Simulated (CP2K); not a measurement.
# InP in CP2K: the effect of functional

Crystal: InP.

```
In P
1.0
     4.14435    0.00000    0.00000
     2.07218    3.58911    0.00000
     2.07218    1.19637    3.38385
In P
1 1
Direct
  0.00000 0.00000 0.00000
  0.75000 0.75000 0.75000
```

Alike in all runs:

- Program: CP2K 2026.2
- Task: band structure
- Potentials or basis: POTENTIAL_UZH In GTH-PBE-q13, P GTH-PBE-q5; TZVP-MOLOPT-PBE-GTH basis
- Density cutoff: 9184 eV
- k mesh: 8 × 8 × 8
- Occupations: fermi-dirac, width 0.05 eV
- Spin: no spin polarisation

```tsv
functional	gap on the mesh (eV)	pressure (GPa)
LDA	0.51	0.5
rev-vdW-DF2	0.58	3.3
RPBE	0.78	5.2
WC	?	?
TPSS	0.73	3.3
```

Q: What does the run with functional WC give?

A: gap on the mesh 0.58 eV; pressure 1.7 GPa.

Caveats: the potentials were made for another functional, which shifts forces and pressure; spin-orbit coupling is left out, which moves the levels of the heavy elements; the basis of atomic orbitals isn't converged, which shifts pressures, moduli and gaps.

Runs at the PBE level aren't shown here.
